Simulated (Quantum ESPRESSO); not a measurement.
# AlN (P6_3mc) in Quantum ESPRESSO: notebook, part 2 of 2

Quantum ESPRESSO 7.5. The steps go on from the part before.

## (3) Single point, PBE (volume scaled by 1.04)

scf.in reads:

```
&CONTROL
  calculation = 'scf'
  prefix = 'pwscf'
  outdir = './tmp'
  pseudo_dir = './pseudo'
/
&SYSTEM
  ibrav = 0
  nat = 4
  ntyp = 2
  ecutwfc = 84
  nbnd = 14
  occupations = 'smearing'
  smearing = 'fd'
  degauss = 0.00367493
  force_symmorphic = .true.
/
&ELECTRONS
  conv_thr = 8d-10
  electron_maxstep = 120
  mixing_beta = 0.5
/
ATOMIC_SPECIES
Al    26.9815 Al.upf
N     14.0070 N.upf
CELL_PARAMETERS angstrom
   3.1539652241    0.0000000000    0.0000000000
  -1.5769826120    2.7314140067    0.0000000000
   0.0000000000    0.0000000000    5.0465469904
ATOMIC_POSITIONS angstrom
Al     1.5769826122    0.9104713355    2.5232734952
Al    -0.0000000001    1.8209426712    0.0000000000
N      1.5769826122    0.9104713355    4.4409613516
N     -0.0000000001    1.8209426712    1.9176878564
K_POINTS automatic
5 5 3 0 0 0
```

nscf.in reads:

```
&CONTROL
  calculation = 'nscf'
  prefix = 'pwscf'
  outdir = './tmp'
  pseudo_dir = './pseudo'
/
&SYSTEM
  ibrav = 0
  nat = 4
  ntyp = 2
  ecutwfc = 84
  nbnd = 108
  occupations = 'fixed'
  force_symmorphic = .true.
/
&ELECTRONS
  conv_thr = 1d-08
  diago_full_acc = .true.
  diago_thr_init = 1d-06
/
ATOMIC_SPECIES
Al    26.9815 Al.upf
N     14.0070 N.upf
CELL_PARAMETERS angstrom
   3.1539652241    0.0000000000    0.0000000000
  -1.5769826120    2.7314140067    0.0000000000
   0.0000000000    0.0000000000    5.0465469904
ATOMIC_POSITIONS angstrom
Al     1.5769826122    0.9104713355    2.5232734952
Al    -0.0000000001    1.8209426712    0.0000000000
N      1.5769826122    0.9104713355    4.4409613516
N     -0.0000000001    1.8209426712    1.9176878564
K_POINTS automatic
5 5 3 0 0 0
```

Potentials or basis: PseudoDojo 0.4.1 SR PBE standard.

On the command line:

```sh
$ OMP_NUM_THREADS=1 pw.x -in scf.in > scf.out
$ OMP_NUM_THREADS=1 pw.x -in nscf.in > nscf.out
```

scf.out:

```text
This program is part of the open-source Quantum ESPRESSO suite
     for quantum simulation of materials; please cite
[... 9 lines left out ...]
     --------------------
     sticks:   dense  smooth     PW     G-vecs:    dense   smooth      PW
     Sum         823     823    241                30577    30577    4709

     Using Slab Decomposition

     bravais-lattice index     =            0
     lattice parameter (alat)  =       5.9601  a.u.
     unit-cell volume          =     293.3833 (a.u.)^3
     number of atoms/cell      =            4
     number of atomic types    =            2
     number of electrons       =        16.00
     number of Kohn-Sham states=           14
     kinetic-energy cutoff     =      84.0000  Ry
     charge density cutoff     =     336.0000  Ry
     scf convergence threshold =      8.0E-10
     mixing beta               =       0.5000
     number of iterations used =            8  plain     mixing
     Exchange-correlation= PBE
                           (   1   4   3   4   0   0   0)

     celldm(1)=   5.960130  celldm(2)=   0.000000  celldm(3)=   0.000000
     celldm(4)=   0.000000  celldm(5)=   0.000000  celldm(6)=   0.000000

     crystal axes: (cart. coord. in units of alat)
               a(1) = (   1.000000   0.000000   0.000000 )
               a(2) = (  -0.500000   0.866025   0.000000 )
               a(3) = (   0.000000   0.000000   1.600064 )

     reciprocal axes: (cart. coord. in units 2 pi/alat)
               b(1) = (  1.000000  0.577350 -0.000000 )
               b(2) = (  0.000000  1.154701  0.000000 )
               b(3) = (  0.000000 -0.000000  0.624975 )

     PseudoPot. # 1 for Al read from file:
     Al.upf
     Pseudo is Norm-conserving + core correction, Zval =  3.0
     Generated using ONCVPSP code by D. R. Hamann
     Using radial grid of 1876 points,  6 beta functions with:
                l(1) =   0
                l(2) =   0
                l(3) =   1
                l(4) =   1
                l(5) =   2
                l(6) =   2

     PseudoPot. # 2 for N  read from file:
     N.upf
     Pseudo is Norm-conserving + core correction, Zval =  5.0
     Generated using ONCVPSP code by D. R. Hamann
     Using radial grid of 1058 points,  4 beta functions with:
                l(1) =   0
                l(2) =   0
                l(3) =   1
                l(4) =   1

     atomic species   valence    mass     pseudopotential
     Al                3.00    26.98150     Al( 1.00)
     N                 5.00    14.00700     N ( 1.00)

      6 Sym. Ops. (no inversion) found

   Cartesian axes

     site n.     atom                  positions (alat units)
         1        Al     tau(   1) = (   0.5000000   0.2886751   0.8000321  )
         2        Al     tau(   2) = (  -0.0000000   0.5773503   0.0000000  )
         3        N      tau(   3) = (   0.5000000   0.2886751   1.4080565  )
         4        N      tau(   4) = (  -0.0000000   0.5773503   0.6080244  )

     number of k points=    12  Fermi-Dirac smearing, width (Ry)=  0.0037
                       cart. coord. in units 2pi/alat
        k(    1) = (   0.0000000   0.0000000   0.0000000), wk =   0.0266667
        k(    2) = (   0.0000000   0.0000000   0.2083250), wk =   0.0533333
        k(    3) = (   0.0000000   0.2309401   0.0000000), wk =   0.1600000
        k(    4) = (   0.0000000   0.2309401   0.2083250), wk =   0.1600000
        k(    5) = (   0.0000000   0.4618802   0.0000000), wk =   0.1600000
        k(    6) = (   0.0000000   0.4618802   0.2083250), wk =   0.1600000
        k(    7) = (   0.2000000   0.3464102   0.0000000), wk =   0.1600000
        k(    8) = (   0.2000000   0.3464102   0.2083250), wk =   0.3200000
        k(    9) = (   0.2000000   0.5773503   0.0000000), wk =   0.1600000
        k(   10) = (   0.2000000   0.5773503   0.2083250), wk =   0.3200000
        k(   11) = (   0.0000000  -0.2309401   0.2083250), wk =   0.1600000
        k(   12) = (   0.0000000  -0.4618802   0.2083250), wk =   0.1600000

     Dense  grid:    30577 G-vectors     FFT dimensions: (  36,  36,  60)

     Initial potential from superposition of free atoms

     starting charge      15.9951, renormalised to      16.0000
     Starting wfcs are   16 randomized atomic wfcs

     Self-consistent Calculation

     iteration #  1     ecut=    84.00 Ry     beta= 0.50
     Davidson diagonalization with overlap
     ethr =  1.00E-02,  avg # of iterations =  4.1

     total energy              =     -50.81732840 Ry
     estimated scf accuracy    <       1.18716116 Ry

     iteration #  2     ecut=    84.00 Ry     beta= 0.50
     Davidson diagonalization with overlap
     ethr =  7.42E-03,  avg # of iterations =  2.0
[... 71 lines left out ...]
     total energy              =     -51.17617405 Ry
     estimated scf accuracy    <          1.0E-09 Ry

     iteration # 13     ecut=    84.00 Ry     beta= 0.50
     Davidson diagonalization with overlap
     ethr =  6.25E-12,  avg # of iterations =  1.8

     End of self-consistent calculation

          k = 0.0000 0.0000 0.0000 (  3849 PWs)   bands (ev):

    -8.2108  -6.1787   0.9007   5.8899   5.8899   6.5318   6.5318   6.7028
    10.5826  13.0406  16.9822  17.6055  17.6055  19.4815

          k = 0.0000 0.0000 0.2083 (  3820 PWs)   bands (ev):

    -7.8150  -6.8358   2.1826   4.8423   6.0435   6.0435   6.3644   6.3644
    12.0328  13.1563  16.5516  17.5486  17.6291  17.6291
[... 33 lines left out ...]
    -6.1397  -5.7018   1.7868   2.9203   3.5320   3.8177   4.8359   4.9979
    12.0685  14.1004  15.4955  16.4403  17.2456  18.2046

          k = 0.2000 0.5774 0.2083 (  3801 PWs)   bands (ev):

    -6.0075  -5.7848   1.5776   2.0111   3.3845   4.2728   5.2727   5.8225
    12.5369  13.7189  15.3178  15.5404  17.4286  17.8892

          k = 0.0000-0.2309 0.2083 (  3813 PWs)   bands (ev):

    -7.3769  -6.4972   2.3373   3.8558   4.7238   5.6149   5.9090   6.1213
    12.6943  13.9849  15.2575  16.1575  17.7624  18.6095

          k = 0.0000-0.4619 0.2083 (  3817 PWs)   bands (ev):

    -6.4194  -5.9127   1.4381   2.0275   4.4379   5.0676   5.7216   5.7556
    11.7955  12.6433  15.5144  16.3400  17.7088  18.4285

     the Fermi energy is     9.2219 ev

!    total energy              =     -51.17617405 Ry
     estimated scf accuracy    <          6.5E-12 Ry
     smearing contrib. (-TS)   =      -0.00000000 Ry
     internal energy E=F+TS    =     -51.17617405 Ry

     The total energy is F=E-TS. E is the sum of the following terms:
     one-electron contribution =      -2.89140577 Ry
     hartree contribution      =      11.53324102 Ry
     xc contribution           =     -16.89638402 Ry
     ewald contribution        =     -42.92162528 Ry

     convergence has been achieved in  13 iterations

=------------------------------------------------------------------------------=
   JOB DONE.
=------------------------------------------------------------------------------=
```

It took 57 s on 1 thread of Arm Neoverse V1, shared host; peak memory 0.07 GiB.

Results:

```
Band gap on the k mesh, mean-field level : 3.88 eV, direct
```

Levels at points of the mesh, in eV from the valence-band top:
| k point | band 4 | band 5 | band 6 | band 7 | band 8 | band 9 | band 10 | band 11 | band 12 | band 13 |
| --- | --- | --- | --- | --- | --- | --- | --- | --- | --- | --- |
| (0.00, 0.00, 0.00) | -0.81 | -0.81 | -0.17 | -0.17 | 0.00 | 3.88 | 6.34 | 10.28 | 10.90 | 10.90 |

Caveat: the k mesh is coarse (spacing up to 0.46 Å⁻¹), so the values aren't converged; a mesh with odd counts misses the zone's faces, so its gaps can be larger than the crystal's.

## (4) Single point, PBE

scf.in reads:

```
&CONTROL
  calculation = 'scf'
  prefix = 'pwscf'
  outdir = './tmp'
  pseudo_dir = './pseudo'
/
&SYSTEM
  ibrav = 0
  nat = 4
  ntyp = 2
  ecutwfc = 84
  nbnd = 14
  occupations = 'smearing'
  smearing = 'fd'
  degauss = 0.00367493
  force_symmorphic = .true.
/
&ELECTRONS
  conv_thr = 8d-10
  electron_maxstep = 120
  mixing_beta = 0.5
/
ATOMIC_SPECIES
Al    26.9815 Al.upf
N     14.0070 N.upf
CELL_PARAMETERS angstrom
   3.1130000000    0.0000000000    0.0000000000
  -1.5565000000    2.6959370820    0.0000000000
   0.0000000000    0.0000000000    4.9810000000
ATOMIC_POSITIONS crystal
Al     0.6666666667    0.3333333333    0.5000000000
Al     0.3333333333    0.6666666667    0.0000000000
N      0.6666666667    0.3333333333    0.8800000000
N      0.3333333333    0.6666666667    0.3800000000
K_POINTS automatic
12 12 6 0 0 0
```

nscf.in reads:

```
&CONTROL
  calculation = 'nscf'
  prefix = 'pwscf'
  outdir = './tmp'
  pseudo_dir = './pseudo'
/
&SYSTEM
  ibrav = 0
  nat = 4
  ntyp = 2
  ecutwfc = 84
  nbnd = 58
  occupations = 'fixed'
  force_symmorphic = .true.
/
&ELECTRONS
  conv_thr = 1d-08
  diago_full_acc = .true.
  diago_thr_init = 1d-06
/
ATOMIC_SPECIES
Al    26.9815 Al.upf
N     14.0070 N.upf
CELL_PARAMETERS angstrom
   3.1130000000    0.0000000000    0.0000000000
  -1.5565000000    2.6959370820    0.0000000000
   0.0000000000    0.0000000000    4.9810000000
ATOMIC_POSITIONS crystal
Al     0.6666666667    0.3333333333    0.5000000000
Al     0.3333333333    0.6666666667    0.0000000000
N      0.6666666667    0.3333333333    0.8800000000
N      0.3333333333    0.6666666667    0.3800000000
K_POINTS automatic
6 6 4 0 0 0
```

On the command line:

```sh
$ OMP_NUM_THREADS=1 pw.x -in scf.in > scf.out
$ OMP_NUM_THREADS=1 pw.x -in nscf.in > nscf.out
```

It took 2 min on 1 thread of Arm Neoverse V1, shared host; peak memory 0.13 GiB.

It converged, with:

```yaml
Band_gap_on_the_k_mesh_mean-field_level: 4.22 eV, direct
```

Levels at points of the mesh, in eV from the valence-band top:
```
             k point  band 4  band 5  band 6  band 7  band 8  band 9  band 10  band 11  band 12  band 13
  (0.00, 0.00, 0.00)   -0.83   -0.83   -0.18   -0.18    0.00    4.22     6.68    10.59    11.19    11.19
 (0.00, 0.00, -0.50)   -3.31   -0.52   -0.52   -0.51   -0.51    6.47     6.47    10.35    10.35    11.51
 (0.00, -0.50, 0.00)   -4.13   -3.33   -2.06   -1.77   -0.66    5.83     5.84     8.21    10.30    10.94
(0.00, -0.50, -0.50)   -5.57   -1.44   -1.44   -1.35   -1.35    5.34     5.34     9.32     9.32    11.81
```

## (5) Single point, LDA

Edit scf.in of step 4 so:

```diff
@@ -29,7 +29,7 @@
    0.0000000000    0.0000000000    4.9810000000
-ATOMIC_POSITIONS crystal
-Al     0.6666666667    0.3333333333    0.5000000000
-Al     0.3333333333    0.6666666667    0.0000000000
-N      0.6666666667    0.3333333333    0.8800000000
-N      0.3333333333    0.6666666667    0.3800000000
+ATOMIC_POSITIONS angstrom
+Al     1.5565000002    0.8986456939    2.4905000000
+Al    -0.0000000002    1.7972913881    0.0000000000
+N      1.5565000002    0.8986456939    4.3832800000
+N     -0.0000000002    1.7972913881    1.8927800000
 K_POINTS automatic
```

Edit nscf.in of step 4 so:

```diff
@@ -27,8 +27,8 @@
    0.0000000000    0.0000000000    4.9810000000
-ATOMIC_POSITIONS crystal
-Al     0.6666666667    0.3333333333    0.5000000000
-Al     0.3333333333    0.6666666667    0.0000000000
-N      0.6666666667    0.3333333333    0.8800000000
-N      0.3333333333    0.6666666667    0.3800000000
+ATOMIC_POSITIONS angstrom
+Al     1.5565000002    0.8986456939    2.4905000000
+Al    -0.0000000002    1.7972913881    0.0000000000
+N      1.5565000002    0.8986456939    4.3832800000
+N     -0.0000000002    1.7972913881    1.8927800000
 K_POINTS automatic
-6 6 4 0 0 0
+3 3 2 0 0 0
```

Potentials or basis: PseudoDojo 0.4.1 SR LDA standard.

On the command line:

```sh
$ OMP_NUM_THREADS=1 pw.x -in scf.in > scf.out
$ OMP_NUM_THREADS=1 pw.x -in nscf.in > nscf.out
```

It took 75 s on 1 thread of Arm Neoverse V2, shared host; peak memory 0.12 GiB.

Results (log left out):

```yaml
Band_gap_on_the_k_mesh_mean-field_level: 4.26 eV, direct
```

Levels at points of the mesh, in eV from the valence-band top:
```csv
k point,band 4,band 5,band 6,band 7,band 8,band 9,band 10,band 11,band 12,band 13
"(0.00, 0.00, 0.00)",-0.84,-0.84,-0.18,-0.18,0.00,4.26,6.56,10.47,11.00,11.00
"(0.00, 0.00, -0.50)",-3.31,-0.52,-0.52,-0.52,-0.52,6.43,6.43,10.17,10.17,11.32
```

Caveat: the k mesh is coarse (spacing up to 0.78 Å⁻¹), so the values aren't converged.

## (6) Overview

```csv
level,potentials or basis,cell,k mesh,k mesh of the self-consistent run,form of the LDA,mesh quality,gap on the mesh (eV)
PBE,PseudoDojo 0.5 SR PBE standard,as given,4 × 4 × 3,-,-,coarse,4.22
PBE,PseudoDojo 0.4.1 SR PBE standard,volume scaled by 1.04,5 × 5 × 3,-,-,coarse,3.88
PBE,PseudoDojo 0.4.1 SR PBE standard,as given,6 × 6 × 4,12 × 12 × 6,-,not flagged,4.22
LDA,PseudoDojo 0.4.1 SR LDA standard,as given,3 × 3 × 2,12 × 12 × 6,PW92,coarse,4.26
```

Alike in all rows: task single point; no spin polarisation; cutoff (eV) 1143; smearing fixed.

Caveats: some runs use coarse meshes; a mesh with odd counts misses the zone's faces, so its gaps can be larger than the crystal's (some runs).

Total energies depend on the potentials used, so only differences within one code and one set of settings carry meaning.

## (7) Comparison with measurements

Step 4. Against the measured gap of AlN, 6.034 eV (an exciton energy, a little under the gap; 10 K; quoted in “Self-assembly of well-separated AlN nanowires directly on sputtered metallic TiN films”, 2019, arxiv:1910.07391), the calculated 4.22 eV is off by -1.81 eV. 2 values of this kind are on record (6.034 to 6.0343 eV); this one was drawn at random. The value is that of PBE, without temperature or zero-point motion. Semilocal functionals fall short of measured gaps as a rule.
